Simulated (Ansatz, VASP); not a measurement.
## MgO (qha): VASP beside Ansatz

The input INCAR:

```
SYSTEM = MgO
PREC     = Accurate       ! precision mode
ENCUT    = 600            ! plane-wave cutoff, eV
EDIFF    = 1E-6           ! SCF threshold, eV
ISMEAR   = 0              ! smearing method
SIGMA    = 0.01           ! smearing width, eV
LREAL    = .False.        ! projectors in reciprocal space
LASPH    = .True.         ! aspherical terms in the spheres
NELM     = 80             ! most SCF steps
ALGO     = Normal         ! electronic algorithm
ISIF     = 3              ! what is computed and relaxed
LWAVE    = .False.        ! write WAVECAR
LCHARG   = .False.        ! write CHGCAR
GGA      = PS             ! functional
IBRION   = 2              ! ionic algorithm
NSW      = 80             ! ionic steps
EDIFFG   = -0.001         ! ionic threshold
```

KPOINTS

```
Automatic mesh
0
Gamma
  12 12 12
  0 0 0
```

The input POSCAR:

```
MgO
1.0
    0.0000000000      2.1071294721      2.1071294721
    2.1071294721      0.0000000000      2.1071294721
    2.1071294721      2.1071294721      0.0000000000
Mg O
1 1
Direct
    0.0000000000      0.0000000000      0.0000000000
    0.5000000000      0.5000000000      0.5000000000
```

Input for Ansatz:

```yaml
crystal:
  lattice:
    - [0.0, 2.1071294721, 2.1071294721]
    - [2.1071294721, 0.0, 2.1071294721]
    - [2.1071294721, 2.1071294721, 0.0]
  atoms:
    - { symbol: Mg, position: [0.0, 0.0, 0.0] }
    - { symbol: O, position: [0.5, 0.5, 0.5] }
basis:
  ecutwfc: 420
kpoints:
  mp_grid: { grid: [12, 12, 12] }
hamiltonian:
  xc: pbesol
scf:
  occupations: { method: fixed }
output:
  forces: true
  stress: true
  eigenvalues: true
relax:
  adjacent_minimum: "off"
  f_tol: 0.001
  max_steps: 60
  cell: { stress_tol: 0.01 }
```

Alike in both runs: task relaxation of cell and atoms; functional PBEsol; k mesh 12 × 12 × 12; no spin polarisation.

|  | VASP | Ansatz |
| --- | --- | --- |
| version | VASP 6.6.1 | Ansatz 0.2.0 |
| potentials or method | VASP PAW PBE potentials, release 64 (Mg, O) | scalar-relativistic, plane waves, PAW |
| plane-wave cutoff (eV) | 600 | 420 |
| occupations | gaussian, width 0.01 eV | fixed |
| valence electrons in the cell | 8 | 16 |

|  | VASP | Ansatz | Ansatz less VASP |
| --- | --- | --- | --- |
| gap on the k mesh at the Fermi level, each at its own relaxed structure (eV) | 4.66 | 4.62 | -0.045 |
| relaxed volume (Å³/atom) | 9.31 | 9.36 | +0.042 |
| relaxed cell length with the largest relative difference (Å) | 2.975 | 2.980 | +0.0045 |

The two sets of potentials don't hold the same shells in valence.

Caveats: the PAW data sets were made with another functional, which shifts forces and pressure a little (VASP). A k mesh can miss the band edges.
